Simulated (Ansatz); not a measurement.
## Ba4Zr3S10 — coordination and Zr-91 quadrupole coupling

Cell: a computed structure from the Materials Project (it need not be an observed phase), atoms as given.

Space group I4/mmm (No. 139); a = 5.0489, c = 35.9262 Å.

```
site  Wyckoff  site symmetry       x       y       z
 Ba1       4e            4mm  0.0000  0.0000  0.4326
 Ba3       4e            4mm  0.0000  0.0000  0.3003
 Zr5       2a          4/mmm  0.0000  0.0000  0.0000
 Zr6       4e            4mm  0.0000  0.0000  0.8568
  S8       8g           2mm.  0.5000  0.0000  0.3606
 S12       4c           mmm.  0.0000  0.5000  0.0000
 S14       4e            4mm  0.0000  0.0000  0.2131
 S15       4e            4mm  0.0000  0.0000  0.9295
```

One atom of each set is listed; the run and its k-mesh use a cell of 17 atoms with edges of 18.31, 18.31, 18.31 Å.

The numbers come from a DFT calculation in Ansatz (r2SCAN, plane waves and PAW, scalar-relativistic, 500 eV cutoff, Γ-centred 8×8×8 k-points, Fermi–Dirac smearing 0.02 eV).

Q(Zr-91) = -176.0 mb.

Problem. Order the Zr environments from the weakest to the strongest quadrupole coupling.
A. Zr6: 6 S at 2.51–2.61 Å
B. Zr5: 6 S at 2.52–2.53 Å

Solution. B (4.16 MHz, η = 0.00), A (6.42 MHz, η = 0.00).

An axis of threefold or higher order runs through Zr5 and Zr6, so V_zz lies along it and η is zero.

Without spin–orbit coupling (the program notes it for Zr) the gradients can shift somewhat, as the gap is small. With a gap of 0.8 eV on this mesh, small gradients can still move by 0.1 × 10²¹ V/m² or more as the k-mesh gets denser.
